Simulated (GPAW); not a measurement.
# Sn: energy against volume and a worked fit

It takes space group Fd-3m (No. 227, cubic). Conventional cell: a = 6.467 Å, b = 6.467 Å, c = 6.467 Å, α = 90.00°, β = 90.00°, γ = 90.00°. Sn (site symmetry -43m) has 4 Sn at 2.80 Å as nearest neighbours.

This isn't the form of Sn at room conditions, which is tetragonal (white tin).

The cell was scaled at fixed shape and fractions and run with GPAW, PAW data sets generated for this functional, cutoff 600 eV; BLYP+D3(BJ), k mesh 6 × 6 × 6 on the cell of 2 atoms, fermi-dirac occupations of 0.05 eV, no spin polarisation, no spin-orbit coupling. Energies are those that the program minimises, any entropy of the smearing included. For a metal such a mesh isn't converged to the digits shown.

```tsv
V (Å³/atom)	energy over the lowest row (meV/atom)
31.7748	59.72
32.4509	38.61
33.1269	22.69
33.8030	11.34
34.4791	4.08
35.1551	?
35.8312	0.00
```

Problem. Fit the third-order Birch-Murnaghan form, give V0, B0 and B′, and predict the energy left open.

Solution. With y = (V0/V)^(2/3), E = E0 + (9 V0 B0/16) [(y - 1)³ B′ + (y - 1)² (6 - 4y)]. Least squares through the rows shown give V0 = 35.5874 Å³/atom, E0 = -0.19 meV, B0 = 37.11 GPa (1 eV/Å³ = 160.218 GPa) and B′ = 5.25, with a largest miss of 0.01 meV. At V = 35.1551 the form with these constants gives 0.43 meV; the run gave 0.45 meV an atom. Measured volume: 34.16 Å³/atom at 300 K (a printed reference work), so the fit lies +4.2 % from it. The runs are for a static lattice.
